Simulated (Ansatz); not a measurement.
# Al2O3: the cell at several levels of theory

An exercise on one series of results from a longer session: the logs are not shown, and one member is left open.

Program: Ansatz 0.2.0. PAW datasets, plane waves, zero pressure. The values are computed, spin-unpolarised, and not measurements.

## The cell

This is the cell as the run starts from it, not yet at rest; its lengths are not the crystal's.

It is trigonal, R-3c (No. 167); a = 4.562 Å, c = 12.408 Å in the conventional setting, 7.45 Å³ an atom. Around Al lie 6 O at 1.76–1.91 Å; around O lie 4 Al at 1.76–1.91 Å.

The structure in full:

```cif
data_structure
_symmetry_space_group_name_H-M 'P 1'
_symmetry_Int_Tables_number 1
_cell_length_a 4.9033
_cell_length_b 4.9033
_cell_length_c 4.9033
_cell_angle_alpha 55.442
_cell_angle_beta 55.442
_cell_angle_gamma 55.442
_cell_volume 74.53
loop_
_atom_site_label
_atom_site_type_symbol
_atom_site_fract_x
_atom_site_fract_y
_atom_site_fract_z
_atom_site_occupancy
Al1 Al 0.85500 0.85500 0.85500 1
Al2 Al 0.35500 0.35500 0.35500 1
Al3 Al 0.14500 0.14500 0.14500 1
Al4 Al 0.64500 0.64500 0.64500 1
O1 O 0.44500 0.05500 0.75000 1
O2 O 0.05500 0.75000 0.44500 1
O3 O 0.55500 0.94500 0.25000 1
O4 O 0.25000 0.55500 0.94500 1
O5 O 0.94500 0.25000 0.55500 1
O6 O 0.75000 0.44500 0.05500 1
```

The first run:

The input, input.yaml:

```yaml
crystal:
  lattice:
    - [2.28083875, 1.3168428663, 4.1359209333]
    - [-2.28083875, 1.3168428663, 4.1359209333]
    - [0.0, -2.6336857326, 4.1359209333]
  atoms:
    - { symbol: Al, position: [0.855, 0.855, 0.855] }
    - { symbol: Al, position: [0.355, 0.355, 0.355] }
    - { symbol: Al, position: [0.145, 0.145, 0.145] }
    - { symbol: Al, position: [0.645, 0.645, 0.645] }
    - { symbol: O, position: [0.445, 0.055, 0.75] }
    - { symbol: O, position: [0.055, 0.75, 0.445] }
    - { symbol: O, position: [0.555, 0.945, 0.25] }
    - { symbol: O, position: [0.25, 0.555, 0.945] }
    - { symbol: O, position: [0.945, 0.25, 0.555] }
    - { symbol: O, position: [0.75, 0.445, 0.055] }
kpoints:
  mp_grid: { grid: [6, 6, 6] }
hamiltonian:
  xc: pbe
scf:
  occupations: { method: fermi_dirac, width: 0.02 }
relax:
  f_tol: 0.005
  cell: {}
```

On the command line:

```console
ansatz run input.yaml --threads 4 --pin off --max-ram 7372MiB --backend cpu --events-out ev --progress --plain --runs-dir out
```

Steps of the session up to this table: Relaxing with PBE; Relaxation with r2SCAN; Relaxation with PBEsol; Relaxation with LDA.

One of the session's tables, all rows but one given; the rest of the session is left out.

| level | a (Å) | c (Å) | volume (Å³/atom) |
| --- | --- | --- | --- |
| PBE | 4.809 | 13.124 | 8.760 |
| r2SCAN | 4.759 | 12.995 | 8.495 |
| PBEsol | 4.774 | 13.015 | 8.562 |
| LDA | ? | ? | ? |

Q: Estimate the row for LDA from the others.

**Answer.** a (Å): 4.729; c (Å): 12.892; volume (Å³/atom): 8.323. In the column «a (Å)» it is the lowest.

Caveats from the session: The calculation is for a static lattice, without the thermal expansion and zero-point motion that a measured cell holds.
